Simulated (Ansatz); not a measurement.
Runs of Ansatz 0.2.0 on InP. The structure is cubic, space group F-43m (No. 216). Conventional cell: a = 5.861 Å, b = 5.861 Å, c = 5.861 Å, α = 90.00°, β = 90.00°, γ = 90.00°. In (site symmetry -43m) is surrounded by 4 P at 2.54 Å. Around P (site symmetry -43m) lie 4 In at 2.54 Å. 

```tsv
task	level	spin	cell	cutoff (eV)	smearing	points for each segment of the path	gap on the mesh (eV)	pressure (GPa)	V0 of scaled cells (Å³/atom)	relaxed volume (Å³/atom)	B0 (GPa)
relaxation of cell and atoms	revPBE	off	relaxed	420	fermi-dirac 0.05 eV	-	0.42	0.0	-	(b)	-
relaxation of cell and atoms	BPBE	off	relaxed	420	fermi-dirac 0.05 eV	-	0.43	0.0	-	26.43	-
relaxation of cell and atoms	BLYP+D3(BJ)	off	relaxed	420	fermi-dirac 0.05 eV	-	0.46	0.0	-	25.78	-
equation of state	PBEsol	off	as given	420	fermi-dirac 0.05 eV	-	-	-	25.39	-	(a)
band structure	m-r2SCAN	off	as given	500	fermi-dirac 0.05 eV	14	(d)	1.7	-	-	-
Born charges and dielectric tensor	PBEsol	off	as given	420	fixed	-	0.62	-	-	-	-
equation of state	LDA	SOC, no magnetisation	as given	420	fermi-dirac 0.05 eV	-	-	-	24.70	-	(c)
relaxation of cell and atoms	r2SCAN+D4	off	relaxed	500	fermi-dirac 0.05 eV	-	1.09	0.0	-	25.51	-
```

Alike in all rows: potentials or basis Ansatz PAW; k mesh 8 × 8 × 8.

Question: Estimate the missing entries.

Answer: (a) 67; (b) 27.03; (c) 71; (d) 1.16.

Caveats: spin-orbit coupling is left out, which moves the levels of the heavy elements (some runs); the PAW data sets come from PBE, with cores solved anew for the run's functional, which leaves a small shift of forces and pressure (some runs); the plane-wave basis is chosen anew once the cell has moved, so the energies of steps on either side of that aren't comparable (some runs); the gap is small at this level, which inflates the dielectric constant (some runs).

A k mesh can miss the band edges, and rows without SOC leave out spin-orbit coupling on In.

Runs at the PBE level aren't shown here.
